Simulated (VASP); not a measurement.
Crystal: BeTe.

```
CELL_PARAMETERS angstrom
0.00000 2.77000 2.77000
2.77000 0.00000 2.77000
2.77000 2.77000 0.00000
ATOMIC_POSITIONS crystal
Te 0.75000 0.75000 0.75000
Be 0.00000 0.00000 0.00000
```

```yaml
Program: VASP 6.6.1
Task: relaxation of cell and atoms
Functional: RPBE
Potentials_or_basis: VASP PAW PBE potentials, release 64 (Te, Be)
Cutoff: 600 eV
k_mesh: 8 × 8 × 8
Occupations: fermi-dirac, width 0.05 eV
Spin: no spin polarisation
```

At the start: pressure 6.1 GPa; volume 21.25 Å³/atom.

Problem. How do energy, volume and symmetry change on relaxing?

Solution. Over 3 steps the energy falls by 37.6 meV/atom and the volume is 23.38 Å³/atom (+10.0 %); space group F-43m (No. 216, to 0.05 Å).

Step by step:
| step | energy change (eV) | largest force (eV/Å) | pressure (GPa) | volume (Å³) |
| --- | --- | --- | --- | --- |
| 1 | 0.0000 | 0.0000 | 6.11 | 42.51 |
| 2 | -0.0723 | 0.0000 | -0.98 | 47.69 |
| 3 | -0.0751 | 0.0000 | 0.03 | 46.76 |

Final structure:
```xyz
2
Lattice="0.0000 2.8594 2.8594 2.8594 0.0000 2.8594 2.8594 2.8594 0.0000" Properties=species:S:1:pos:R:3 pbc="T T T"
Te    4.2891    4.2891    4.2891
Be    0.0000    0.0000    0.0000
```

Caveat: the PAW data sets were made with another functional, which shifts forces and pressure a little; the volume moved by +10 % from the deposited cell, more than functionals usually miss.
